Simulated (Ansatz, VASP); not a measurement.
## Two plane-wave programs on MgS

```
CELL_PARAMETERS angstrom
4.03462 0.00000 0.00000
-2.01731 3.49409 0.00000
0.00000 0.00000 6.43229
ATOMIC_POSITIONS crystal
Mg 0.66667 0.33333 0.49575
Mg 0.33333 0.66667 0.99575
S 0.33333 0.66667 0.37924
S 0.66667 0.33333 0.89479
```

The cell comes from a database or a generator and needn't be the stable form of this composition.

Alike in both runs: task single point; functional PBE; k mesh 9 × 9 × 6; occupations gaussian, width 0.05 eV; no spin polarisation.

|  | VASP | Ansatz |
| --- | --- | --- |
| version | VASP 6.6.1 | Ansatz 0.2.0 |
| potentials or method | VASP PAW PBE potentials, release 64 (Mg, S) | scalar-relativistic, plane waves, PAW |
| plane-wave cutoff (eV) | 520 | 420 |
| valence electrons in the cell | 16 | 32 |

|  | VASP | Ansatz | Ansatz less VASP |
| --- | --- | --- | --- |
| gap on the k mesh at the Fermi level (eV) | 3.35 | 3.36 | +0.007 |
| pressure (GPa) | 1.0 | 1.2 | +0.15 |
| largest component of the traceless stress (GPa) | 1.30 | 1.32 | +0.012 |
| rms of the force components (eV/Å) | 0.223 | 0.223 | -0.0007 |

Atom by atom the forces differ by 0.001 eV/Å (rms over components). The functional is the same, so the differences come from potentials, cutoffs and numerics. The two sets of potentials don't hold the same shells in valence.

Caveats: an odd mesh through Γ misses points on the zone boundary, where band edges often lie.
